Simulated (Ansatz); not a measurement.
# Ir(111): from terraces to steps

Computed with DFT PBE, scalar-relativistic, plane waves, PAW (Ansatz).

Cutoff 420 eV, Γ-centred meshes of like density (2×12×1 for the 24-atom cell), Gaussian smearing of 0.10 eV, energies at zero smearing and 0 K, each start's symmetry kept, no spin polarisation.

A (111) slab of relaxed bulk Ir (Fm-3m, 14.50 Å³/atom, gap on the mesh 0.00 eV), 4 planes in a 6×1 cell with the lowest 2 held; added atoms sit on lattice sites of the next plane. A dipole correction is on. The surface energy is the mean of the held and the free face; step energies are per length and the mean of the stripe's two steps, which run along the shortest translation of the plane; step and island energies count from the flat slab and bulk atoms.

The flat slab gives a surface energy of 2.30 J/m² (143.3 meV/Å²); planes follow at h = 2.23 Å, and an atom takes 6.49 Å² of its plane.

Problem. Estimate the step energy β from the surface energy and compare with the stripes.

Solution. A step opens a strip of height h, so a first guess is γh = 143.3 × 2.23 = 320 meV/Å. Computed: 260 meV/Å for the stripe 2 surface cells wide, 247 meV/Å for the stripe 3 surface cells wide, 0.81 and 0.77 of the guess. The step costs less than a free strip of the same face. The two widths differ by 13 meV/Å (before rounding), from step–step interaction and confinement in so narrow a cell, or from the k mesh, which in a metal moves β by several meV/Å. A vicinal face tilted by θ holds tan θ/h steps per length, so its energy per terrace area is γ + (β/h) tan θ for far-apart steps, with β/h = 1.77 J/m². On fcc(111) the stripe's two edges are unlike, with (100) and (111) microfacets at 55° and 71°, while a vicinal face holds one kind, so this slope is the mean of two tilts.

Slabs of three or four planes are thin, so both faces still feel each other.

Spin-orbit coupling is left out, which matters for the bands of heavy elements.

Small energy differences in metals hang on the k mesh (about 10 mJ/m² or 1 to 2 meV/atom on the mesh of the relaxation).

Both stripes cost energy relative to the flat slab, yet less than the area estimate of 320 meV/Å. The reason lies in the bonding: a close-packed step edge isn't a free strip of (111) surface, because its atoms keep many neighbours in the terrace below and along the edge. Counting cut nearest-neighbour bonds already puts the step below γh, in fact somewhat lower than the computed 0.81 and 0.77. The remainder probably reflects the many-body character of d bonding in Ir, where each further bond costs more to break as coordination falls, with relaxation working against this.

The surface energy of 2.30 J/m² is below the values usually inferred from liquid-metal surface tension, as is common for PBE, which tends to underestimate metal surface energies. The absolute step energies may well be low for the same reason, while their ratio to γh should suffer less. The positive step energies support a preference for flat terraces over these stripes, but without kink energies they don't show how readily a step would meander.
